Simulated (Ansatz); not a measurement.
MnS under changes of volume

One of the cells (17.667 Å³/atom); the others are scaled copies at fixed shape and fractional positions:

```xyz
2
Lattice="0.0000 2.6045 2.6045 2.6045 0.0000 2.6045 2.6045 2.6045 0.0000" Properties=species:S:1:pos:R:3 pbc="T T T"
Mn    0.0000    0.0000    0.0000
S     2.6045    2.6045    2.6045
```

```yaml
Program: Ansatz 0.2.0
Functional: LDA
Potentials_or_basis: all-electron LAPW, scalar-relativistic
Cutoff: 217 eV (chosen from the basis error)
Basis_error_allowed: 0.001 eV/atom
k_mesh: 9 × 9 × 9
Occupations: fermi-dirac, width 0.05 eV
Spin: collinear spin, ferromagnetic start
Starting_moments: "[4.0, 0.0] μB"
```

```tsv
volume (Å³/atom)	energy over the lowest point (meV/atom)	pressure (GPa)	moment (μB per cell)
16.607	0.00	-10.0	4.34
16.961	22.35	-10.6	4.42
17.314	46.14	-11.1	4.50
17.667	70.92	-11.6	4.57
18.021	96.71	-12.1	4.63
18.374	123.73	-12.6	4.68
18.727	?	?	?
```

Task: What does the run at 18.727 Å³/atom give?

Result: Energy over the lowest point 151.97 meV/atom; pressure -13.1 GPa; moment 4.72 μB per cell.

Worked out: A Birch-Murnaghan fit of order 3 (a polynomial in V^(-2/3)) to the other rows has no minimum within the range. It gives 151.53 meV/atom at 18.727 Å³/atom, against the run's 151.97, and -dE/dV = -12.8 GPa, against -13.1. A parabola through the other rows of the moment, of slope 0.113 μB per Å³/atom there, extrapolates to 4.72 μB, against the run's 4.72.

Energies are extrapolated to zero smearing.

Caveats: a cell with one magnetic atom can't hold antiferromagnetic order, which such compounds often take.
